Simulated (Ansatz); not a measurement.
Crystal: HfN.

```
CELL_PARAMETERS angstrom
0.00000 2.25600 2.25600
2.25600 0.00000 2.25600
2.25600 2.25600 0.00000
ATOMIC_POSITIONS crystal
Hf 0.00000 0.00000 0.00000
N 0.50000 0.50000 0.50000
```

Base run:

| Quantity | Value |
| --- | --- |
| Program | Ansatz 0.2.0 |
| Functional | PBEsol |
| Potentials or basis | all-electron LAPW, scalar-relativistic |
| Cutoff | 343 eV (chosen from the basis error) |
| Basis error allowed | 0.001 eV/atom |
| k mesh | 10 × 10 × 10 |
| Occupations | fermi-dirac, width 0.05 eV |
| Spin | no spin polarisation |

Its results: pressure -1.9 GPa.

Task: After a change of settings the same cell gave: pressure 15.5 GPa. Which change was it?
A. functional from PBEsol to RPBE; occupations from fermi-dirac, width 0.05 eV to gaussian, width 0.05 eV
B. functional from PBEsol to revPBE
C. functional from PBEsol to RPBE
D. functional from PBEsol to BLYP

Result: D.

BLYP binds less tightly than PBEsol, so the same cell stands under more pressure.

Runs at the PBE level aren't shown here.
